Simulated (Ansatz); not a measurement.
## CaF$_{2}$, one cell by several methods

```
CELL_PARAMETERS angstrom
0.00000 2.73125 2.73125
2.73125 0.00000 2.73125
2.73125 2.73125 0.00000
ATOMIC_POSITIONS crystal
Ca 0.00000 0.00000 0.00000
F 0.25000 0.25000 0.25000
F 0.75000 0.75000 0.75000
```

Atoms are numbered in the order listed.

The cell is COD entry 5000222, as deposited and not checked against the literature; nothing was relaxed.

Levels of theory: DFT, PBE, PAW with Ansatz's default frozen-core files, scalar-relativistic (Ansatz 0.2.0); DFT, PBE, all-electron PAW with datasets made for the crystal, scalar-relativistic (Ansatz 0.2.0); DFT, PBE, all-electron LAPW, scalar-relativistic (Ansatz 0.2.0).

For PAW: a Γ-centred 8×8×8 k mesh, Fermi–Dirac smearing of 0.02 eV, cutoff 420 eV, no spin polarisation. The crystal-made all-electron datasets (AE datasets) take a cutoff of 300 eV at this cell. LAPW targets a basis error of 1 meV/atom. The Ansatz runs share mesh, smearing and spin set-up. Plane-wave (PAW) pressures include the program's estimate of the Pulay term.

Stress and pressure are positive in compression.

Levels count from the top of the valence band.

```csv
quantity,PAW,AE datasets,LAPW
pressure (GPa),2.18,2.15,2.15
band gap (eV),7.299,7.291,7.291
highest filled level at X (eV),0.000,0.000,0.000
lowest empty level at X (eV),8.126,8.124,8.125
highest filled level at Γ (eV),-0.255,-0.255,-0.255
lowest empty level at Γ (eV),7.299,7.291,7.291
highest filled level at K (eV),-0.097,-0.096,-0.096
lowest empty level at K (eV),8.381,8.379,8.380
```

PAW's pressure differs from the LAPW value by +0.03 GPa.
